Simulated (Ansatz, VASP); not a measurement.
# One calculation of KBr, two programs

```
Br K
1.0
     0.00000    3.20954    3.20954
     3.20954    0.00000    3.20954
     3.20954    3.20954    0.00000
Br K
1 1
Cartesian
  3.2095 3.2095 3.2095
  0.0000 0.0000 0.0000
```

Change from the starting cell: volume scaled by 0.92.

Alike in both runs: task single point; functional r2SCAN; dispersion rVV10; k mesh 7 × 7 × 7; non-collinear spin.

|  | VASP | Ansatz |
| --- | --- | --- |
| version | VASP 6.6.1 | Ansatz 0.2.0 |
| potentials or method | VASP PAW PBE potentials, release 64 (Br, K_sv) | JTH PAW LDA |
| plane-wave cutoff (eV) | 520 | 690 |
| occupations | gaussian, width 0.01 eV | fixed |
| valence electrons in the cell | 16 | 16 |

|  | VASP | Ansatz | Ansatz less VASP |
| --- | --- | --- | --- |
| gap on the k mesh at the Fermi level (eV) | 5.23 | 5.22 | -0.006 |
| least direct gap on the mesh (eV) | 5.23 | 5.22 | -0.006 |
| pressure (GPa) | 1.2 | 1.2 | +0.02 |
| net moment per atom (μB) | 0.00 | 0.00 | 0.000 |

Caveats: the PAW data sets were made with another functional, which shifts forces and pressure a little (VASP); odd divisions of the mesh miss points on the zone boundary, where band edges often lie, so the gap on the mesh can be too wide (Ansatz); the starting moments weren't kept (Ansatz).
